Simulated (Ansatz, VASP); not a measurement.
**GaSb in VASP and in Ansatz**

The input INCAR:

```
ALGO = Fast
EDIFF = 1E-6
EDIFFG = -0.01
ENCUT = 600
GGA = RE
IBRION = 2
ISIF = 3
ISMEAR = -1
LASPH = True
LCHARG = False
LREAL = False
LWAVE = False
NELM = 100
NSW = 60
PREC = Accurate
SIGMA = 0.05
```

KPOINTS

```
k-points
0
Gamma
  8 8 8
```

File POSCAR:

```
GaSb
1.0
    0.0000000000      3.0590000000      3.0590000000
    3.0590000000      0.0000000000      3.0590000000
    3.0590000000      3.0590000000      0.0000000000
Sb Ga
1 1
Direct
    0.7500000000      0.7500000000      0.7500000000
    0.0000000000      0.0000000000      0.0000000000
```

input.yaml

```yaml
crystal:
  lattice:
    - [0.0, 3.059, 3.059]
    - [3.059, 0.0, 3.059]
    - [3.059, 3.059, 0.0]
  atoms:
    - { symbol: Sb, position: [0.75, 0.75, 0.75] }
    - { symbol: Ga, position: [0.0, 0.0, 0.0] }
hamiltonian:
  xc: revpbe
  pseudopotentials: { kind: paw }
kpoints:
  mp_grid: { grid: [8, 8, 8] }
scf:
  occupations: { method: fermi_dirac, width: 0.05 }
output:
  forces: true
  stress: true
  eigenvalues: true
relax:
  f_tol: 0.01
  max_steps: 40
  cell: { stress_tol: 0.05 }
```

Alike in both runs: task relaxation of cell and atoms; functional revPBE; k mesh 8 × 8 × 8; occupations fermi-dirac, width 0.05 eV; no spin polarisation.

```csv
,VASP,Ansatz
version,VASP 6.6.1,Ansatz 0.2.0
potentials or method,"VASP PAW PBE potentials, release 64 (Sb, Ga_d)",Ansatz PAW
plane-wave cutoff (eV),600,420
valence electrons in the cell,18,28
```

Ansatz gave:

| Quantity | Value |
| --- | --- |
| gap on the k mesh at the Fermi level, each at its own relaxed structure (eV) | none |
| relaxed volume (Å³/atom) | 30.75 |
| relaxed cell length with the largest relative difference (Å) | 4.430 |
| energy change over the relaxation (meV/atom) | -21 |

What did VASP give for the same quantities?

gap on the k mesh at the Fermi level, each at its own relaxed structure (eV): none; relaxed volume (Å³/atom): 30.76; relaxed cell length with the largest relative difference (Å): 4.431; energy change over the relaxation (meV/atom): -22.

A gap of «none» marks a metal or a gap that the smearing closes. The two sets of potentials don't hold the same shells in valence.

Caveats: this crystal is a semiconductor, whose small gap the functional closes, so the metal is an error of the method; the PAW data sets were made with another functional, which shifts forces and pressure a little (VASP); the plane-wave basis is chosen anew once the cell has moved, so the energies of steps on either side of that aren't comparable (Ansatz); the PAW data sets come from PBE, with cores solved anew for the run's functional, which leaves a small shift of forces and pressure (Ansatz). Zero-point motion and thermal expansion aren't in these numbers. Spin-orbit coupling is left out, which matters for the levels of Sb.
